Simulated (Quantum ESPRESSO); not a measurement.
Crystal: MgO.

```
Mg O
1.0
     0.00000    2.09700    2.09700
     2.09700    0.00000    2.09700
     2.09700    2.09700    0.00000
Mg O
1 1
Direct
  0.00000 0.00000 0.00000
  0.50000 0.50000 0.50000
```

The cell is a database's computed one.

Base run:

- Program: Quantum ESPRESSO 7.5
- Functional: PBE
- Potentials or basis: SG15 PBE 1.2
- Cutoff: 1197 eV
- Density cutoff: 4789 eV
- k mesh: 11 × 11 × 11
- Occupations: fermi-dirac, width 0.05 eV
- Spin: no spin polarisation

Its results: band gap on the k mesh 4.89 eV, direct; pressure 7.1 GPa.

Q: After a change of settings the same cell gave: band gap on the k mesh 5.07 eV, direct; pressure 12.4 GPa. Which change was it?
A. functional from PBE to PBEsol
B. functional from PBE to LDA
C. functional from PBE to r2SCAN; k mesh from 11 × 11 × 11 to 8 × 8 × 8
D. functional from PBE to RPBE

A: D.

RPBE binds less tightly than PBE, so the same cell stands under more pressure.

Caveats: the potentials were made for another functional, which shifts forces and pressure (some runs).
